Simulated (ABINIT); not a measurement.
**PbF2 (Fluorocronite): band structure with PBEsol**

PbF2 (Fluorocronite):

```
CELL_PARAMETERS angstrom
0.00000 2.96366 2.96366
2.96366 0.00000 2.96366
2.96366 2.96366 0.00000
ATOMIC_POSITIONS crystal
Pb 0.00000 0.00000 0.00000
F 0.75000 0.75000 0.75000
F 0.25000 0.25000 0.25000
```

```json
{
  "Program": "ABINIT 10.8.3 (patched build)",
  "Task": "band structure",
  "Functional": "PBEsol",
  "Potentials or basis": "JTH PAW PBE v2.0",
  "Cutoff": "626 eV",
  "k mesh": "8 × 8 × 8",
  "Occupations": "fermi-dirac, width 0.05 eV",
  "Spin": "no spin polarisation",
  "Fine-grid cutoff": "1224.51 eV",
  "Exchange and correlation inside the PAW spheres": "full angular mesh (pawxcdev 0, this build's default; the released program takes 1)"
}
```

```
Pressure                                              : -1.2 GPa
Band gap on the k mesh                                : 4.31 eV, indirect (least direct gap 4.46 eV)
Band gap along the path                               : 4.31 eV, indirect (least direct gap 4.46 eV)
Valence electrons inside the program's atomic spheres : Pb 11.24; F 5.60
```

Levels at the corners of the path, in eV from the valence-band top:
```tsv
point	band 12	band 13	band 14	band 15	band 16	band 17
Γ	-1.97	-1.97	-1.97	6.67	6.67	6.67
X	-1.53	-1.53	-0.15	4.31	7.82	7.82
W	-1.60	-1.47	0.00	5.97	5.97	7.41
K	-1.69	-1.55	-0.03	5.22	6.60	7.81
Γ	-1.97	-1.97	-1.97	6.67	6.67	6.67
L	-2.13	-2.13	-0.02	4.94	7.58	7.58
U	-1.69	-1.55	-0.03	5.22	6.60	7.81
W	-1.60	-1.47	0.00	5.97	5.97	7.41
L	-2.13	-2.13	-0.02	4.94	7.58	7.58
K	-1.69	-1.55	-0.03	5.22	6.60	7.81
```

Wall time 3.4 min on 1 thread of Arm Neoverse V1, on a shared host, peak memory 0.17 GiB.

Caveat: the PAW data sets were made with another functional, which shifts forces and pressure a little; spin-orbit coupling is left out, which as a rule narrows the gap of such compounds by several tenths of an eV. As with any semilocal functional, this PBEsol gap is likely too small.
